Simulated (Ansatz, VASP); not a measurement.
# One calculation of Re, two programs

```
Re
1.0
     0.00000    1.93907    1.93907
     1.93907    0.00000    1.93907
     1.93907    1.93907    0.00000
Re
1
Direct
  0.00000 0.00000 0.00000
```

This isn't the form of Re at room conditions, which is hcp.

Alike in both runs: functional PBEsol; k mesh 8 × 8 × 8; occupations gaussian, width 0.1 eV; no spin polarisation.

Ansatz relaxed the structure, and its values are those at the end. VASP's run is a single point on that final structure, the one shown.

|  | VASP | Ansatz |
| --- | --- | --- |
| version | VASP 6.6.1 | Ansatz 0.2.0 |
| potentials or method | VASP PAW PBE potentials, release 64 (Re) | scalar-relativistic, plane waves, PAW |
| plane-wave cutoff (eV) | 520 | 420 |
| valence electrons in the cell | 7 | 15 |

|  | VASP | Ansatz | Ansatz less VASP |
| --- | --- | --- | --- |
| gap on the k mesh at the Fermi level (eV) | none | none | - |
| pressure (GPa) | 0.0 | -0.1 | -0.08 |

A gap of «none» marks a metal or a gap that the smearing closes. The two sets of potentials don't hold the same shells in valence.

Caveats: the PAW data sets were made with another functional, which shifts forces and pressure a little (VASP). Spin-orbit coupling is left out, which matters for the levels of Re.
